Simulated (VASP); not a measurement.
# TaC (Fm-3m) in VASP: settings compared, part 2 of 2

VASP 6.6.1. Earlier steps stand in the parts before.

## (4) Relaxation of cell and atoms, PBE, target pressure 43.6 GPa, at which the enthalpy is minimised

INCAR reads:

```
PREC     = Accurate       # precision mode
ENCUT    = 600            # plane-wave cutoff, eV
EDIFF    = 1E-6           # SCF threshold, eV
ISMEAR   = 1              # smearing method
SIGMA    = 0.1            # smearing width, eV
LREAL    = False          # projectors in reciprocal space
LASPH    = True           # aspherical terms in the spheres
NELM     = 80             # most SCF steps
ALGO     = Normal         # electronic algorithm
ISIF     = 3              # what is computed and relaxed
LWAVE    = False          # write WAVECAR
LCHARG   = False          # write CHGCAR
GGA      = PE             # functional
IBRION   = 2              # ionic algorithm
NSW      = 90             # ionic steps
EDIFFG   = -0.01          # ionic threshold
PSTRESS  = 436.0
```

KPOINTS reads:

```
Automatic mesh
0
Gamma
  14 14 14
```

POSCAR reads:

```
TaC
1.0
    0.0000000000      2.2230000000      2.2230000000
    2.2230000000      0.0000000000      2.2230000000
    2.2230000000      2.2230000000      0.0000000000
Ta C
1 1
Direct
    0.0000000000      0.0000000000      0.0000000000
    0.5000000000      0.5000000000      0.5000000000
```

Potentials or basis: VASP PAW PBE potentials, release 64 (Ta_pv, C).

Launch:

```
$ cat potpaw_PBE.64/Ta_pv/POTCAR potpaw_PBE.64/C/POTCAR > POTCAR
$ mpirun -np 1 vasp_std > vasp.out
```

OUTCAR:

```text
PREC = Accurate
   ENCUT = 600
   EDIFF = 1E-6
   ISMEAR = 1
   LREAL = False
   LASPH = True
   NELM = 80
   ISIF = 3
   GGA = PE
   IBRION = 2
   NSW = 90
   EDIFFG = -0.01
   PSTRESS = 436.0

 ion  position               nearest neighbor table
   1  0.000  0.000  0.000-   2 2.22   2 2.22   2 2.22   2 2.22   2 2.22   2 2.22
   2  0.500  0.500  0.500-   1 2.22   1 2.22   1 2.22   1 2.22   1 2.22   1 2.22

  LATTYP: Found a face centered cubic cell.
 ALAT       =     4.4460000000

  Lattice vectors:

 A1 = (   0.0000000000,   2.2230000000,   2.2230000000)
 A2 = (   2.2230000000,   0.0000000000,   2.2230000000)
 A3 = (   2.2230000000,   2.2230000000,   0.0000000000)

Analysis of symmetry for initial positions (statically):
=====================================================================
 Subroutine PRICEL returns:
 Original cell was already a primitive cell.

 Routine SETGRP: Setting up the symmetry group for a
 face centered cubic supercell.

 Subroutine GETGRP returns: Found 48 space group operations
 (whereof 48 operations were pure point group operations)
 out of a pool of 48 trial point group operations.

The static configuration has the point symmetry O_h .

Analysis of symmetry for dynamics (positions and initial velocities):
=====================================================================
[... 169 lines left out ...]
  Total        1.0118491      1.0118491      1.0118491     -0.0000000     -0.0000000      0.0000000
  in kB       73.7866778     73.7866778     73.7866778     -0.0000000     -0.0000000      0.0000000
  external PRESSURE =    -362.2133222 kB  Pullay stress =     436.0000000 kB
[... 25 lines left out ...]
--------------------------------------- Ionic step        2  -------------------------------------------

 number of electron      15.0000001 magnetization

 E-fermi :  12.8832     XC(G=0): -15.3754

 val. band max:       12.8588249670   @ k =   0.1429   0.0714   0.0000
 cond. band min:      12.9518675005   @ k =  -0.2143   0.2143   0.0714
 fundamental gap:      0.0930425335
 Fermi energy:        12.8832241856

 k-point     1 :       0.0000    0.0000    0.0000
  band No.  band energies     occupation
      1     -21.0124      2.00000
      2     -21.0124      2.00000
      3     -21.0124      2.00000
      4      -4.5514      2.00000
      5      10.4776      2.00000
      6      10.4776      2.00000
      7      10.4776      2.00000
      8      12.1137      2.00000
      9      12.1137      2.00000
     10      12.1137      2.00000
     11      13.9284     -0.00000
[... 435 lines left out ...]
--------------------------------------- Ionic step        5  -------------------------------------------

 number of electron      15.0000001 magnetization

 Free energy of the ion-electron system (eV)
  ---------------------------------------------------
  ext. energy  EPLUGINS =         0.00000000
  ---------------------------------------------------
  free energy    TOTEN  =       -21.91493415 eV

  energy without entropy =      -21.91474911  energy(sigma->0) =      -21.91487247

 E-fermi :   9.4603     XC(G=0): -13.6929

 val. band max:        9.4209278076   @ k =  -0.2143   0.1429   0.0000
 cond. band min:       9.4833866945   @ k =   0.1429   0.0714   0.0000
 fundamental gap:      0.0624588868
 Fermi energy:         9.4602743805

 k-point     1 :       0.0000    0.0000    0.0000
  band No.  band energies     occupation
      1     -25.4220      2.00000
      2     -25.4220      2.00000
      3     -25.4220      2.00000
      4      -6.1172      2.00000
      5       7.8430      2.00000
      6       7.8430      2.00000
      7       7.8430      2.00000
      8       8.8049      2.00000
      9       8.8049      2.00000
     10       8.8049      2.00000
     11      10.1201     -0.00000
[... 355 lines left out ...]
  energy  without entropy=      -21.9147491070  energy(sigma->0) =      -21.91487247

  enthalpy is  TOTEN    =       -16.4265464144 eV   P V=        5.4883877391

 reached required accuracy - stopping structural energy minimisation
```

OSZICAR:

```text
N       E                     dE             d eps       ncg     rms          rms(c)
DAV:   1     0.862426335793E+02    0.86243E+02   -0.90018E+03  2288   0.149E+03
DAV:   2    -0.217787927891E+02   -0.10802E+03   -0.10375E+03  2665   0.341E+02
DAV:   3    -0.256026486544E+02   -0.38239E+01   -0.37435E+01  2881   0.550E+01
[... 41 lines left out ...]
DAV:   2    -0.219150367706E+02    0.39402E-03   -0.57237E-04  2348   0.329E-01    0.111E-01
DAV:   3    -0.219149348018E+02    0.10197E-03   -0.20254E-04  2450   0.172E-01    0.136E-02
DAV:   4    -0.219149323756E+02    0.24262E-05   -0.12359E-05  2692   0.435E-02    0.127E-02
DAV:   5    -0.219149341252E+02   -0.17497E-05   -0.10031E-06  1560   0.110E-02    0.117E-03
DAV:   6    -0.219149341535E+02   -0.28301E-07   -0.11951E-07  1171   0.381E-03
   5 F= -.16426546E+02 E0= -.16426485E+02  d E =-.218222E+00
```

CONTCAR:

```text
TaC
   1.00000000000000
    -0.0000000000000000    2.1604603201945816    2.1604603201945816
     2.1604603201945816   -0.0000000000000000    2.1604603201945816
     2.1604603201945816    2.1604603201945816    0.0000000000000000
  Ta              C
     1     1
Direct
     0.0000000000000000    0.0000000000000000    0.0000000000000000
     0.5000000000000000    0.5000000000000000    0.5000000000000000

  0.00000000E+00  0.00000000E+00  0.00000000E+00
  0.00000000E+00  0.00000000E+00  0.00000000E+00
```

Run time: 2 min. Hardware: 1 thread of Intel Xeon Platinum 8488C (Sapphire Rapids), shared host; peak memory 0.2 GiB.

What came out:

- Free energy: -21.9149 eV
- Relaxed volume: 10.08 Å³/atom
- Relaxed cell: a = 3.055 Å, b = 3.055 Å, c = 3.055 Å, α = 60.00°, β = 60.00°, γ = 60.00°
- Space group after relaxing (to 0.05 Å): Fm-3m (No. 225)
- Energy change on relaxing (the enthalpy is what falls): +136.2 meV/atom
- Ionic steps: 5
- Pressure after relaxing: 43.6 GPa
- Band gap on the k mesh: none (metal or under the smearing width)

Step by step:
```csv
step,energy change (eV),largest force (eV/Å),pressure (GPa),volume (Å³)
1,0.0000,0.0000,7.38,21.97
2,4.9975,0.0000,303.97,14.98
3,0.2162,0.0000,38.33,20.39
4,0.2562,0.0000,42.13,20.23
5,0.2723,0.0000,43.61,20.17
```

Final structure:
```
Ta C
1.0
     0.00000    2.16046    2.16046
     2.16046    0.00000    2.16046
     2.16046    2.16046    0.00000
Ta C
1 1
Direct
  0.00000 0.00000 0.00000
  0.50000 0.50000 0.50000
```

Caveat: the cell is relaxed towards a set pressure, so the enthalpy falls and the energy may rise. The run has no spin-orbit coupling, so splittings on Ta are missing.

## (5) Relaxation of cell and atoms, PBE, target pressure 43.6 GPa, at which the enthalpy is minimised

This run uses another cell than the first one, of 10.08 Å³/atom, 0.918 times its volume.

INCAR: that of step 4 with these lines changed.

```diff
@@ -2,3 +2,3 @@
 ENCUT    = 600            # plane-wave cutoff, eV
-EDIFF    = 1E-6           # SCF threshold, eV
+EDIFF    = 1E-7           # SCF threshold, eV
 ISMEAR   = 1              # smearing method
@@ -15,3 +15,3 @@
 NSW      = 90             # ionic steps
-EDIFFG   = -0.01          # ionic threshold
+EDIFFG   = -0.005         # ionic threshold
 PSTRESS  = 436.0
```

KPOINTS is that of step 4.

POSCAR reads:

```
TaC                                     
1.0
   -0.0000000000      2.1604603202      2.1604603202
    2.1604603202     -0.0000000000      2.1604603202
    2.1604603202      2.1604603202      0.0000000000
  Ta              C             
     1     1
Direct
     0.0000000000000000    0.0000000000000000    0.0000000000000000
     0.5000000000000000    0.5000000000000000    0.5000000000000000
```

Potentials or basis: VASP PAW PBE potentials, release 64 (Ta_pv, C).

Launch:

```
$ cat potpaw_PBE.64/Ta_pv/POTCAR potpaw_PBE.64/C/POTCAR > POTCAR
$ mpirun -np 1 vasp_std > vasp.out
```

OUTCAR:

```text
PREC = Accurate
   ENCUT = 600
   EDIFF = 1E-7
   ISMEAR = 1
   LREAL = False
   LASPH = True
   NELM = 80
   ISIF = 3
   GGA = PE
   IBRION = 2
   NSW = 90
   EDIFFG = -0.005
   PSTRESS = 436.0

 ion  position               nearest neighbor table
   1  0.000  0.000  0.000-   2 2.16   2 2.16   2 2.16   2 2.16   2 2.16   2 2.16
   2  0.500  0.500  0.500-   1 2.16   1 2.16   1 2.16   1 2.16   1 2.16   1 2.16

  LATTYP: Found a face centered cubic cell.
 ALAT       =     4.3209206404

  Lattice vectors:

 A1 = (   0.0000000000,   2.1604603202,   2.1604603202)
 A2 = (   2.1604603202,   0.0000000000,   2.1604603202)
 A3 = (   2.1604603202,   2.1604603202,   0.0000000000)

Analysis of symmetry for initial positions (statically):
=====================================================================
 Subroutine PRICEL returns:
 Original cell was already a primitive cell.

 Routine SETGRP: Setting up the symmetry group for a
 face centered cubic supercell.

 Subroutine GETGRP returns: Found 48 space group operations
 (whereof 48 operations were pure point group operations)
 out of a pool of 48 trial point group operations.

[... 178 lines left out ...]
      6       7.8431      2.00000
      7       7.8431      2.00000
      8       8.8053      2.00000
      9       8.8053      2.00000
     10       8.8053      2.00000
     11      10.1202     -0.00000
[... 309 lines left out ...]
 k-point    24 :       0.2857    0.1429    0.0000
  band No.  band energies     occupation
      1     -25.9288      2.00000
      2     -25.5483      2.00000
      3     -25.5318      2.00000
      4      -4.1299      2.00000
      5       3.1179      2.00000
      6       4.9757      2.00000
      7       5.7379      2.00000
      8       7.9949      2.00000
      9      11.0923     -0.00000
     10      11.9799      0.00000
     11      13.8458      0.00000

 [... further k-points ...]

------------------------ aborting loop because EDIFF is reached ----------------------------------------

  FORCE on cell =-STRESS in cart. coord.  units (eV):
  Direction    XX          YY          ZZ          XY          YZ          ZX
  --------------------------------------------------------------------------------------
  -------------------------------------------------------------------------------------
  Total        5.4933086      5.4933086      5.4933086      0.0000000     -0.0000000      0.0000000
  in kB      436.3909170    436.3909170    436.3909170      0.0000000     -0.0000000      0.0000000
  external PRESSURE =       0.3909170 kB  Pullay stress =     436.0000000 kB

 VOLUME and BASIS-vectors are now :
 -----------------------------------------------------------------------------
  energy-cutoff  :      600.00
  volume of cell :       20.17
      direct lattice vectors                 reciprocal lattice vectors
     0.000000000  2.160460320  2.160460320    -0.231432161  0.231432161  0.231432161
     2.160460320  0.000000000  2.160460320     0.231432161 -0.231432161  0.231432161
     2.160460320  2.160460320  0.000000000     0.231432161  0.231432161 -0.231432161

 POSITION                                       TOTAL-FORCE (eV/Angst)
 -----------------------------------------------------------------------------------
      0.00000      0.00000      0.00000         0.000000     -0.000000     -0.000000
      2.16046      2.16046      2.16046        -0.000000      0.000000      0.000000
 -----------------------------------------------------------------------------------
    total drift:                                0.000000     -0.000000     -0.000000

  FREE ENERGIE OF THE ION-ELECTRON SYSTEM (eV)
  ---------------------------------------------------
  free  energy   TOTEN  =       -21.9127100594 eV

  energy  without entropy=      -21.9125262956  energy(sigma->0) =      -21.91264880

  enthalpy is  TOTEN    =       -16.4243223203 eV   P V=        5.4883877392

 reached required accuracy - stopping structural energy minimisation
```

OSZICAR:

```text
N       E                     dE             d eps       ncg     rms          rms(c)
DAV:   1     0.879494233662E+02    0.87949E+02   -0.91090E+03  2288   0.151E+03
DAV:   2    -0.219422523844E+02   -0.10989E+03   -0.10553E+03  2641   0.348E+02
DAV:   3    -0.253297721839E+02   -0.33875E+01   -0.33245E+01  2908   0.536E+01
DAV:   4    -0.253770716881E+02   -0.47300E-01   -0.47084E-01  2592   0.576E+00
DAV:   5    -0.253777262633E+02   -0.65458E-03   -0.65340E-03  2863   0.562E-01    0.294E+01
DAV:   6    -0.219773343677E+02    0.34004E+01   -0.14588E+01  2465   0.323E+01    0.120E+01
DAV:   7    -0.219373182833E+02    0.40016E-01   -0.26191E-01  2506   0.503E+00    0.688E+00
DAV:   8    -0.219137371902E+02    0.23581E-01   -0.42247E-02  2493   0.194E+00    0.329E-01
DAV:   9    -0.219128426816E+02    0.89451E-03   -0.70572E-03  2573   0.574E-01    0.145E-01
DAV:  10    -0.219127176288E+02    0.12505E-03   -0.92952E-04  2531   0.320E-01    0.233E-02
DAV:  11    -0.219127125208E+02    0.51080E-05   -0.24903E-05  2633   0.602E-02    0.156E-02
DAV:  12    -0.219127102143E+02    0.23065E-05   -0.63035E-06  2592   0.268E-02    0.481E-03
DAV:  13    -0.219127100472E+02    0.16712E-06   -0.14268E-07  1501   0.502E-03    0.787E-04
DAV:  14    -0.219127100594E+02   -0.12244E-07   -0.17115E-08  1234   0.146E-03
   1 F= -.16424322E+02 E0= -.16424261E+02  d E =-.164243E+02
```

Run time: 18 s. Hardware: 1 thread of Intel Xeon Platinum 8488C (Sapphire Rapids), shared host; peak memory 0.16 GiB.

Results:

- Free energy: -21.9127 eV
- Pressure after relaxing: 43.6 GPa
- Band gap on the k mesh: none (metal or under the smearing width)

Final structure:
```
Ta C
1.0
     0.00000    2.16046    2.16046
     2.16046    0.00000    2.16046
     2.16046    2.16046    0.00000
Ta C
1 1
Direct
  0.00000 0.00000 0.00000
  0.50000 0.50000 0.50000
```

Levels at points of the mesh, in eV from the Fermi level:
| k point | band 5 | band 6 | band 7 | band 8 | band 9 | band 10 | band 11 |
| --- | --- | --- | --- | --- | --- | --- | --- |
| (0.00, 0.00, 0.00) | -1.62 | -1.62 | -1.62 | -0.66 | -0.66 | -0.66 | 0.66 |
| (0.50, 0.00, 0.00) | -9.49 | -6.12 | -6.12 | 3.02 | 3.02 | 4.13 | 5.61 |
| (0.50, 0.50, 0.00) | -5.22 | -4.74 | -1.89 | -1.89 | 2.90 | 4.62 | 4.62 |

Caveat: the relaxation stopped at its first step, so nothing moved; the cell is relaxed towards a set pressure, so the enthalpy falls and the energy may rise. Spin-orbit coupling is left out, which matters for the levels of Ta.

## (6) Summary

```csv
task,level,potentials or basis,cell,target pressure,gap on the mesh (eV),pressure (GPa)
relaxation of the atoms,LDA,"VASP PAW LDA potentials, release 64 (Ta_pv, C)",atoms relaxed from: a relaxed cell with its volume scaled by 1.04,-,none,-12.9
relaxation of the atoms,LDA,"VASP PAW LDA potentials, release 64 (Ta_pv, C)",atoms relaxed from: a relaxed cell with its volume scaled by 1.06,-,none,-18.5
relaxation of cell and atoms,PBE,"VASP PAW PBE potentials, release 64 (Ta_pv, C)",relaxed to 43.6 GPa,43.6 GPa,none,43.6
```

Alike in all rows: no spin polarisation; k mesh 14 × 14 × 14; cutoff (eV) 600; smearing methfessel-paxton 0.1 eV.

Caveats: the relaxation stopped at its first step, so nothing moved; the cell is relaxed towards a set pressure, so the enthalpy falls and the energy may rise (some runs).

Absolute energies hang on the potentials; compare differences alone.
